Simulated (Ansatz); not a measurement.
# Structures of SnO2: which is lowest?

Plane-wave DFT in Ansatz with scalar-relativistic PAW potentials, cutoff 420 eV, Γ-centred meshes chosen by cell and gap, Gaussian smearing with energies taken to zero width. Every cell was relaxed (cell and atoms) in a run of its own, within the symmetry of its start. Functional: PBEsol.

Relaxed structures (starts from databases or built by putting these elements on another compound's sites):
A. I4_1/amd, 6 atoms in the computed cell, a = 4.012 Å, c = 10.248 Å; sites (symmetry × multiplicity) Sn -4m2 × 4, O 2mm. × 8; start: database
B. P-3m1, 3 atoms in the computed cell, a = 3.194 Å, c = 4.964 Å; sites (symmetry × multiplicity) Sn -3m. × 1, O 3m. × 2; start: built
C. P4_2/mnm, 6 atoms in the computed cell, a = 4.768 Å, c = 3.212 Å; sites (symmetry × multiplicity) Sn m.mm × 2, O m.2m × 4; start: database
D. P6_422, 9 atoms in the computed cell, a = 5.979 Å, c = 6.583 Å; sites (symmetry × multiplicity) Sn 222 × 3, O ..2 × 6; start: built

Question: Rank them by energy. Could pressure change the order?

Answer:
```tsv
structure	group	E − E(lowest) (meV/atom)	V (Å³/atom)	gap on mesh (eV)
C	P4_2/mnm	0.0	12.17	0.92
A	I4_1/amd	74	13.74	1.54
B	P-3m1	179	14.62	2.25
D	P6_422	477	22.64	1.97
```

C is lowest, 74 meV/atom under A. The lowest is also the densest of these, so pressure wouldn't bring one of the others in at first order. Other structures may lie lower than all of these, and vibrations aren't counted.